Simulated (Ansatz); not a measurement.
# InP: the cost of one run

Method: DFT PBE, scalar-relativistic, plane waves, PAW, in Ansatz 0.2.0.

1 further run of the same task is left out (set aside as unsound or not needed).

## 1. The system as given

It takes space group F-43m (No. 216, cubic). The conventional cell has a = 5.960 Å, b = 5.960 Å, c = 5.960 Å, α = 90.00°, β = 90.00°, γ = 90.00°. In (site symmetry -43m) is surrounded by 4 P at 2.58 Å. P (site symmetry -43m) has 4 In at 2.58 Å as nearest neighbours.

As a file:

```cif
data_structure
_symmetry_space_group_name_H-M 'P 1'
_symmetry_Int_Tables_number 1
_cell_length_a 4.2142
_cell_length_b 4.2142
_cell_length_c 4.2142
_cell_angle_alpha 60.000
_cell_angle_beta 60.000
_cell_angle_gamma 60.000
_cell_volume 52.92
loop_
_atom_site_label
_atom_site_type_symbol
_atom_site_fract_x
_atom_site_fract_y
_atom_site_fract_z
_atom_site_occupancy
In1 In 0.00000 0.00000 0.00000 1
P1 P 0.25000 0.25000 0.25000 1
```

It goes back to an entry of the Materials Project.

This cell was relaxed beforehand with the same method: volume 26.46 Å³/atom, gap on the mesh 0.44 eV.

The host's static dielectric tensor, from an earlier linear-response run, has a mean of 15.08.

## 2. Reference: the perfect crystal in the supercell

Contents of input.yaml:

```yaml
crystal:
  lattice:
    - [-5.9597880294, -5.9597880294, 5.9597880294]
    - [5.9597880294, -5.9597880294, -5.9597880294]
    - [5.9597880294, 5.9597880294, 5.9597880294]
  atoms:
    - { symbol: In, position: [0.25, 0.5, 0.25] }
    - { symbol: In, position: [0.0, 0.5, 0.5] }
    - { symbol: In, position: [0.5, 0.25, 0.25] }
    - { symbol: In, position: [0.25, 0.25, 0.5] }
    - { symbol: In, position: [0.0, 0.25, 0.75] }
    - { symbol: In, position: [0.75, 0.5, 0.75] }
    - { symbol: In, position: [0.5, 0.5, 0.0] }
    - { symbol: In, position: [1.0, 0.75, 0.25] }
    - { symbol: In, position: [0.75, 0.0, 0.25] }
    - { symbol: In, position: [0.5, 0.0, 0.5] }
    - { symbol: In, position: [0.25, 0.0, 0.75] }
    - { symbol: In, position: [0.0, 0.0, 0.0] }
    - { symbol: In, position: [0.75, 0.25, 0.0] }
    - { symbol: In, position: [0.75, 0.75, 0.5] }
    - { symbol: In, position: [0.5, 0.75, 0.75] }
    - { symbol: In, position: [0.25, 0.75, 0.0] }
    - { symbol: P, position: [0.25, 0.75, 0.25] }
    - { symbol: P, position: [0.0, 0.75, 0.5] }
    - { symbol: P, position: [0.5, 0.5, 0.25] }
    - { symbol: P, position: [0.25, 0.5, 0.5] }
    - { symbol: P, position: [0.0, 0.5, 0.75] }
    - { symbol: P, position: [0.75, 0.75, 0.75] }
    - { symbol: P, position: [0.5, 0.75, 0.0] }
    - { symbol: P, position: [0.0, 0.0, 0.25] }
    - { symbol: P, position: [0.75, 0.25, 0.25] }
    - { symbol: P, position: [0.5, 0.25, 0.5] }
    - { symbol: P, position: [0.25, 0.25, 0.75] }
    - { symbol: P, position: [0.0, 0.25, 0.0] }
    - { symbol: P, position: [0.75, 0.5, 0.0] }
    - { symbol: P, position: [0.75, 0.0, 0.5] }
    - { symbol: P, position: [0.5, 0.0, 0.75] }
    - { symbol: P, position: [0.25, 0.0, 0.0] }
basis:
  ecutwfc: 420
  xc_grid: 2
kpoints:
  mp_grid: { grid: [1, 1, 1], shift: [0.0, 0.0, 0.0] }
hamiltonian:
  xc: pbe
scf:
  occupations: { method: gaussian, width: 0.02 }
output:
  forces: true
  stress: true
  eigenvalues: true
```

On the command line:

```bash
$ ansatz run input.yaml --threads 4 --pin off --max-ram 8192MiB --backend cpu --events-out ev --progress --plain --runs-dir out
```

Q: Estimate wall time and peak memory on 4 threads of AMD EPYC 9R45 (Zen 5), shared host.

About 1.5 s, with a peak of 0.92 GiB.
